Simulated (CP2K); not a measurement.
# Pd under changes of volume

One of the cells (14.750 Å³/atom); the others are scaled copies at fixed shape and fractional positions:

```
Pd
1.0
     2.75277    0.00000    0.00000
     1.37638    2.38397    0.00000
     1.37638    0.79466    2.24762
Pd
1
Direct
  0.00000 0.00000 0.00000
```

| Item | Value |
| --- | --- |
| Program | CP2K 2026.2 |
| Functional | PBEsol |
| Potentials or basis | POTENTIAL_UZH Pd GTH-PBE-q18; TZVP-MOLOPT-PBE-GTH basis |
| Density cutoff | 6803 eV |
| k mesh | 12 × 12 × 12 |
| Occupations | fermi-dirac, width 0.05 eV |
| Spin | no spin polarisation |

```tsv
volume (Å³/atom)	energy over the lowest point (meV/atom)	pressure (GPa)
13.865	31.90	13.8
14.160	12.02	8.2
14.455	1.77	3.3
14.750	0.00	-1.0
15.045	5.67	-4.8
15.340	17.87	-8.1
15.635	?	?
```

Question: What does the run at 15.635 Å³/atom give?

Answer: Energy over the lowest point 35.74 meV/atom; pressure -11.0 GPa.

Worked out: A Birch-Murnaghan fit of order 3 (a polynomial in V^(-2/3)) to the other rows has its minimum at 14.67 Å³/atom with B0 = V·E''(V) = 208 GPa and B' = 5.4. It gives 35.81 meV/atom at 15.635 Å³/atom, against the run's 35.74, and -dE/dV = -11.2 GPa, against -11.0.

Energies are extrapolated to zero smearing.

Caveats: the potentials were made for another functional, which shifts forces and pressure; the basis of atomic orbitals isn't converged, which shifts pressures, moduli and gaps.
